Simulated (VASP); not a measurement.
Rb:

```
Rb
1.0
    -2.95451    2.95451    2.73085
     2.95451   -2.95451    2.73085
     2.95451    2.95451   -2.73085
Rb
1
Direct
  0.00000 0.00000 0.00000
```

* Program: VASP 6.6.1
* Task: single point
* Functional: PBE
* Potentials or basis: VASP PAW PBE potentials, release 64 (Rb_sv)
* Cutoff: 520 eV
* k mesh: 7 × 7 × 7
* Occupations: fermi-dirac, width 0.05 eV
* Spin: no spin polarisation

On this cell: pressure -0.1 GPa; band gap on the k mesh none (metal or under the smearing width).

The same run follows on a disturbed copy (cell strained at random at fixed volume):

```xyz
1
Lattice="-2.9018 2.8693 2.7765 2.9545 -2.8932 2.8594 2.9099 2.9013 -2.8024" Properties=species:S:1:pos:R:3 pbc="T T T"
Rb    0.0128   -0.0347    0.0024
```

Question: What changes?

Answer: The energy (extrapolated to zero smearing) moves by +1.5 meV/atom; pressure -0.1 GPa; band gap on the k mesh none (metal or under the smearing width).
